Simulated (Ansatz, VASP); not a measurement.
SiW3 in VASP and in Ansatz

```
Si W
1.0
     0.00000    3.14599    3.14599
     3.14599    0.00000    3.14599
     3.14599    3.14599    0.00000
Si W
1 3
Direct
  0.00000 0.00000 0.00000
  0.25000 0.25000 0.25000
  0.75000 0.75000 0.75000
  0.50000 0.50000 0.50000
```

Change from the starting cell: species swapped into the VW3 type (Fm-3m, No. 225).

Alike in both runs: task relaxation of cell and atoms; functional PBE; k mesh 6 × 6 × 6; occupations gaussian, width 0.1 eV; no spin polarisation.

|  | VASP | Ansatz |
| --- | --- | --- |
| version | VASP 6.6.1 | Ansatz 0.2.0 |
| potentials or method | VASP PAW PBE potentials, release 64 (Si, W_sv) | scalar-relativistic, plane waves, PAW |
| plane-wave cutoff (eV) | 600 | 420 |
| valence electrons in the cell | 46 | 46 |

|  | VASP | Ansatz | Ansatz less VASP |
| --- | --- | --- | --- |
| gap on the k mesh at the Fermi level, each at its own relaxed structure (eV) | none | none | - |
| relaxed volume (Å³/atom) | 15.26 | 15.22 | -0.033 |
| relaxed cell length with the largest relative difference (Å) | 4.419 | 4.416 | -0.0032 |
| energy change over the relaxation (meV/atom) | -5 | -6 | -0.9 |

A gap of «none» marks a metal or a gap that the smearing closes.

Spin-orbit coupling is left out, which matters for the levels of W.
